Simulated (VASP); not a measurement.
Here is a VASP 6.6.1 calculation.

INCAR

```
  ALGO = Normal
  EDIFF = 1E-7
  EDIFFG = -0.005
  ENCUT = 600
  IBRION = 2
  ISIF = 3
  ISMEAR = 0
  LASPH = T
  LCHARG = F
  LMIXTAU = T
  LREAL = F
  LWAVE = F
  METAGGA = R2SCAN
  NELM = 80
  NSW = 90
  PREC = Accurate
  PSTRESS = 133.0
  SIGMA = 0.03
```

File KPOINTS:

```
k-points
0
Gamma
  12 12 12
```

Contents of POSCAR:

```
MgO                                     
1.0
    0.0000000000      2.0499836115      2.0499836115
    2.0499836115      0.0000000000      2.0499836115
    2.0499836115      2.0499836115      0.0000000000
  Mg              O             
     1     1
Direct
     0.0000000000000000    0.0000000000000000    0.0000000000000000
     0.5000000000000000    0.5000000000000000    0.5000000000000000
```

Potentials or basis: VASP PAW PBE potentials, release 64 (Mg, O).

Launch:

```bash
$ cat potpaw_PBE.64/Mg/POTCAR potpaw_PBE.64/O/POTCAR > POTCAR
$ mpirun -np 1 vasp_std > vasp.out
```

Problem. Predict the band gap on the k mesh.

Solution. 6.47 eV, direct.

Final structure:
```yaml
crystal:
  lattice:
    - [0.00000, 2.04998, 2.04998]
    - [2.04998, 0.00000, 2.04998]
    - [2.04998, 2.04998, 0.00000]
  atoms:
    - { symbol: Mg, position: [0.00000, 0.00000, 0.00000] }
    - { symbol: O, position: [0.50000, 0.50000, 0.50000] }
```

Caveat: the relaxation stopped at its first step, so nothing moved; the cell is relaxed towards a set pressure, so the enthalpy falls and the energy may rise. A k mesh can miss the band edges.
